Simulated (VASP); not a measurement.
## MgO: relaxation of cell and atoms with PBE

The system is MgO.

```
Mg O
1.0
     0.00000    2.12248    2.12248
     2.12248    0.00000    2.12248
     2.12248    2.12248    0.00000
Mg O
1 1
Direct
  0.00000 0.00000 0.00000
  0.50000 0.50000 0.50000
```

```
Program                : VASP 6.6.1
Task                   : relaxation of cell and atoms
Functional             : PBE
Potentials or basis    : VASP PAW PBE potentials, release 64 (Mg, O)
Cutoff                 : 600 eV
k mesh                 : 12 × 12 × 12
Occupations            : gaussian, width 0.03 eV
Spin                   : no spin polarisation
Further INCAR settings : ALGO = Normal; EDIFF = 1e-07; IBRION = 2; EDIFFG = -0.005; NSW = 90; ISIF = 3
```

| Property | Result |
| --- | --- |
| Pressure after relaxing | 0.0 GPa |
| Band gap on the k mesh | 4.50 eV, direct |

Final structure:
```yaml
crystal:
  lattice:
    - [0.00000, 2.12248, 2.12248]
    - [2.12248, 0.00000, 2.12248]
    - [2.12248, 2.12248, 0.00000]
  atoms:
    - { symbol: Mg, position: [0.00000, 0.00000, 0.00000] }
    - { symbol: O, position: [0.50000, 0.50000, 0.50000] }
```

Levels at points of the mesh, in eV from the valence-band top:
```tsv
k point	band 1	band 2	band 3	band 4	band 5	band 6	band 7	band 8
(0.00, 0.00, 0.00)	-17.14	0.00	0.00	0.00	4.50	15.67	15.67	15.67
(0.50, 0.00, 0.00)	-15.92	-4.51	-0.63	-0.63	7.75	12.34	16.07	16.07
(0.50, 0.50, 0.00)	-15.67	-3.99	-1.32	-1.32	9.09	9.72	12.85	18.62
```

It took 5.5 s on 4 MPI ranks on Intel(R) Xeon(R) Platinum 8559C (Emerald Rapids) (shared host), peak memory 0.13 GiB a rank.

Caveat: the relaxation stopped at its first step, so nothing moved. A k mesh can miss the band edges.
